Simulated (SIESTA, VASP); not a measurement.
**SiC: programs and potentials compared**

The starting cell:

```
CELL_PARAMETERS angstrom
3.07569 0.00000 0.00000
-1.53785 2.66363 0.00000
0.00000 0.00000 10.07065
ATOMIC_POSITIONS crystal
Si 0.00000 0.00000 0.18789
Si 0.00000 0.00000 0.68789
Si 0.33333 0.66667 0.43784
Si 0.66667 0.33333 0.93784
C 0.00000 0.00000 0.00046
C 0.00000 0.00000 0.50046
C 0.33333 0.66667 0.24980
C 0.66667 0.33333 0.74980
```

The cell is a database's computed one, not the measured one.

Alike in all runs: task relaxation of cell and atoms; functional PBE; k mesh 10 × 10 × 3; occupations fermi-dirac, width 0.05 eV; no spin polarisation; no spin-orbit coupling.

```tsv
program and potentials	plane-wave cutoff (eV)	notes	equilibrium volume (Å³/atom)
VASP, PBE PAW files C, Si, 600 eV	600	-	10.49
VASP, PBE PAW files C_GW, Si_GW, 630 eV	630	-	10.50
VASP, PBE PAW files C, Si, 580 eV	580	-	10.49
VASP, PBE PAW files C_GW, Si_GW, 680 eV	680	-	10.50
SIESTA, files PseudoDojo sr-pbe-0.4.1-standard, DZP (energy shift 0.002 Ry)	-	atomic basis	10.65
```

The equilibrium volume spans 10.49 (VASP, PBE PAW files C, Si, 580 eV) to 10.65 Å³/atom (SIESTA, files PseudoDojo sr-pbe-0.4.1-standard, DZP (energy shift 0.002 Ry)). Relaxations stop with a little pressure left, so the last digit of a volume isn't settled. Rows in atomic bases carry the error of their basis and grid, which can be large.

The functional is the same throughout but for its coding, so the spread measures potentials, basis and numerics; runs on potential files found faulty are left out.

The four PAW volumes are practically the same. Raising the cutoff within either potential family leaves the printed volume unchanged, and switching from the standard to the GW files moves it only from 10.49 to 10.50 Å³/atom, too little to count as a real difference. The one clear departure is the SIESTA value of 10.65 Å³/atom, which probably reflects the limited flexibility of its confined double-zeta polarised orbitals, the different pseudopotentials, or both.

The offset matters more in SiC than it would in a soft solid. Short, strong, polar covalent bonds between tetrahedrally coordinated atoms make this 4H stacking very stiff, so even a modest volume error corresponds to a considerable pressure.

The close PAW agreement supports a reproducible PBE volume within that approach, but not its accuracy against experiment: PBE generally overestimates the volume of SiC slightly, an error that all these runs share and that comparing them cannot reveal.
